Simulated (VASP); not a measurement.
Runs of VASP 6.6.1 on Nd. Symmetry: P6_3/mmc, No. 194, hexagonal system. Conventional cell: a = 3.657 Å, b = 3.657 Å, c = 5.902 Å, α = 90.00°, β = 90.00°, γ = 120.00°. Nd (site symmetry -6m2) is surrounded by 12 Nd at 3.63 to 3.66 Å. This isn't the form of Nd at room conditions, which is double hcp.

```tsv
task	level	potentials or basis	spin	fixed moment (μB)	k mesh	cutoff (eV)	smearing	gap on the mesh (eV)	pressure (GPa)	moment (μB)
single point	PBE	VASP PAW PBE potentials, release 64 (Nd)	collinear, ferromagnetic start	-	8 × 8 × 5	500	gaussian 0.1 eV	none	0.2	(a)
density of states	PBEsol+D4	VASP PAW PBE potentials, release 64 (Nd_3), 4f in core	non-collinear, antiferromagnetic start	-	6 × 6 × 4	520	methfessel-paxton 0.1 eV	none	-1.5	0.00
single point	LDA	VASP PAW PBE potentials, release 64 (Nd)	collinear, ferromagnetic start	-	8 × 8 × 5	500	gaussian 0.1 eV	none	-5.5	8.04
density of states	BLYP	VASP PAW PBE potentials, release 64 (Nd_3), 4f in core	collinear, ferromagnetic start	-	8 × 8 × 5	520	gaussian 0.05 eV	none	3.5	0.00
single point	PBE+rVV10	VASP PAW PBE potentials, release 64 (Nd_3), 4f in core	collinear, ferromagnetic start	0	8 × 8 × 5	520	methfessel-paxton 0.2 eV	-	(b)	0.00
```

Alike in all rows: cell as given.

Question: Fill in the values left out.

Answer: (a) 8.22; (b) 0.8.

Caveats: the magnetic or orbital state may not be the lowest; spin-orbit coupling is left out, which moves the levels of the heavy elements; the PAW data sets were made with another functional, which shifts forces and pressure a little (some runs); the 4f electrons are frozen in the core as for a trivalent ion, so they carry no moment and show no levels (some runs); ASE's xc='lda' writes no GGA tag, so the PBE potentials set the functional and the run is PBE (some runs); pairwise dispersion overbinds metals, which lowers pressure and volume (some runs); the moment is held away from its start (some runs).

A k mesh can miss the band edges, and the runs leave out spin-orbit coupling on Nd.

A gap of «none» marks a metal or a gap under the smearing width.

The runs don't all hold the same shells in valence.
